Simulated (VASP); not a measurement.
Here is a VASP 6.6.1 calculation.

The input INCAR:

```
SYSTEM = MoS2
PREC     = Accurate       ! precision mode
ENCUT    = 520            ! plane-wave cutoff, eV
EDIFF    = 1E-6           ! SCF threshold, eV
ISMEAR   = 0              ! smearing method
SIGMA    = 0.02           ! smearing width, eV
LREAL    = .False.        ! projectors in reciprocal space
LASPH    = .True.         ! aspherical terms in the spheres
NELM     = 100            ! most SCF steps
ALGO     = Normal         ! electronic algorithm
ISIF     = 2              ! what is computed and relaxed
LWAVE    = .False.        ! write WAVECAR
LCHARG   = .False.        ! write CHGCAR
GGA      = PS             ! functional
NBANDS   = 64             ! bands
```

The input KPOINTS:

```
regular mesh
0
Gamma
  18 18 2
  0 0 0
```

POSCAR

```
MoS2
1.0
    3.1414000000      0.0000000000      0.0000000000
   -1.5707000000      2.7205400000      0.0000000000
    0.0000000000      0.0000000000     33.7480500000
Mo S
4 8
Direct
    0.6666700000      0.3333300000      0.9065300000
    0.6666700000      0.3333300000      0.2788500000
    0.3333300000      0.6666700000      0.7211500000
    0.3333300000      0.6666700000      0.0934700000
    0.3333300000      0.6666700000      0.9527300000
    0.3333300000      0.6666700000      0.3250100000
    0.6666700000      0.3333300000      0.7673500000
    0.6666700000      0.3333300000      0.1396600000
    0.3333300000      0.6666700000      0.8603400000
    0.3333300000      0.6666700000      0.2326500000
    0.6666700000      0.3333300000      0.6749900000
    0.6666700000      0.3333300000      0.0472700000
```

Potentials or basis: VASP PAW PBE potentials, release 64 (Mo_sv, S).

Command:

```console
$ cat potpaw_PBE.64/Mo_sv/POTCAR potpaw_PBE.64/S/POTCAR > POTCAR
$ mpirun -np 1 vasp_std > vasp.out
```

**Question.** Estimate the largest force.

**Answer.** 0.009 eV/Å.

**Question.** Estimate the band gap on the k mesh.

**Answer.** 1.12 eV, indirect (least direct gap 1.76 eV).

Forces on the atoms (eV/Å):
```
Mo  -0.001  0.000  0.009
Mo  -0.001  0.000  0.005
Mo   0.001  0.000 -0.005
Mo   0.001  0.000 -0.009
S    0.000  0.000  0.001
S    0.000  0.000  0.003
S    0.000  0.000 -0.001
S    0.000  0.000  0.001
S    0.000  0.000 -0.001
S    0.000  0.000  0.001
S    0.000  0.000 -0.003
S    0.000  0.000 -0.001
```

Caveat: the PAW data sets were made with another functional, which shifts forces and pressure a little.
